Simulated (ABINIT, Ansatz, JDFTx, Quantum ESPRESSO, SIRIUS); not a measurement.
**The band gap of GaN, sorted by core time**

**What was measured.** The band gap of GaN (F-43m) is reported as 3.3 eV (a printed reference work). The runs below try to reproduce it.

It takes space group F-43m (No. 216, cubic). The conventional cell has a = 4.507 Å, b = 4.507 Å, c = 4.507 Å, α = 90.00°, β = 90.00°, γ = 90.00°. Ga (site symmetry -43m) has 4 N at 1.95 Å as nearest neighbours. N (site symmetry -43m) is surrounded by 4 Ga at 1.95 Å.

| rung | level | program and potentials | cutoff (eV) | k mesh | task | spin | core time | chip | band gap (eV) | miss (eV) | notes |
| --- | --- | --- | --- | --- | --- | --- | --- | --- | --- | --- | --- |
| GGA | PBE | Quantum ESPRESSO, SG15 PBE 1.2 | 1197 | 4 × 4 × 4 | single point | off | 5.3 s | Arm Neoverse V2 | 1.76 | -1.54 | coarse mesh; 9 valence electrons an atom on average |
| GGA | PBEsol | JDFTx, PseudoDojo-SR-PBEsol-0.4.1-standard with smoothed tails | 1143 | 10 × 10 × 10 | band structure | off | 13 s | Intel Xeon Platinum 8488C Sapphire Rapids | 1.71 | -1.59 | 9 valence electrons an atom on average; from the band path |
| LDA | LDA | JDFTx, PseudoDojo-SR-LDA-0.4.1-standard with smoothed tails | 1143 | 10 × 10 × 10 | band structure | off | 15 s | Intel Xeon Platinum 8488C Sapphire Rapids | 1.77 | -1.53 | 9 valence electrons an atom on average; from the band path |
| GGA | PBEsol | Ansatz, PAW datasets made for the crystal | 440 | 10 × 10 × 10 | band structure | off | 19 s | Arm Neoverse V1 | 1.68 | -1.62 | 9 valence electrons an atom on average |
| GGA | PBEsol | Ansatz, all-electron LAPW, scalar-relativistic | - | 8 × 8 × 8 | band structure | off | 31 s | Intel Xeon Skylake/Cascade Lake | 1.68 | -1.62 | - |
| LDA | LDA | JDFTx, SG15-PBE-1.2 with smoothed tails | 1361 | 6 × 6 × 6 | single point | off | 43 s | Arm Neoverse V1 | 1.54 | -1.76 | coarse mesh; potentials made for PBE; 9 valence electrons an atom on average |
| GGA | PBE | Quantum ESPRESSO, SPMS 1.0 PBE | 1197 | 10 × 10 × 10 | band structure | off | 52 s | Arm Neoverse V1 | 1.77 | -1.53 | 9 valence electrons an atom on average |
| GGA | PBE | Quantum ESPRESSO, PseudoDojo 0.5 SR PBE standard | 1143 | 10 × 10 × 10 | band structure | off | 52 s | Arm Neoverse V1 | 1.76 | -1.54 | 9 valence electrons an atom on average |
| GGA | PBE | Quantum ESPRESSO, PseudoDojo 0.5 SR PBE stringent | 1551 | 10 × 10 × 10 | band structure | off | 2 min | Arm Neoverse V1 | 1.75 | -1.55 | 13 valence electrons an atom on average |
| GGA | PBEsol | SIRIUS, all-electron FP-LAPW, apw+lo standard | - | 10 × 10 × 10 | single point | off | 2.8 min | AMD EPYC 7571 | 1.68 | -1.62 | - |
| GGA | PBEsol | ABINIT, PseudoDojo NC SR PBEsol v0.4 stringent | 1551 | 10 × 10 × 10 | band structure | off | 4.2 min | Arm Neoverse V2 | 1.70 | -1.60 | 13 valence electrons an atom on average |
| GGA | PBEsol | ABINIT, JTH PAW PBE v2.0 | 707 | 10 × 10 × 10 | band structure | SOC, no magnetisation | 4.6 min | Arm Neoverse V2 | 1.66 | -1.64 | potentials made for PBE; 9 valence electrons an atom on average |

Times are single runs on shared hosts and different chips, so they are rough; meshes, cutoffs and the tasks' sizes weigh on the time. Gaps are the least found on the k mesh or the band path, and a mesh can miss the band edges. Meshes differ between rows, which moves values too. All levels ran on this one cell, unrelaxed unless noted. Meshes are those of the run's cell of 2 atoms unless a note names another. Misses use the values as printed. Runs on faulty files, with rough fits or with known faults for this quantity aren't shown.

By rung: LDA 1.77; GGA 1.68 to 1.77; GGA with SOC 1.66; LDA on coarse meshes 1.54; GGA on coarse meshes 1.76 (eV). Measured: 3.3 eV (a printed reference work). Closest, coarse meshes and atomic bases left aside, is LDA with JDFTx, PseudoDojo-SR-LDA-0.4.1-standard with smoothed tails (-1.53 eV). LDA and GGA gaps fall short mostly because these functionals lack the derivative discontinuity; the runs are for a static lattice, while measurements hold temperature and zero-point motion.
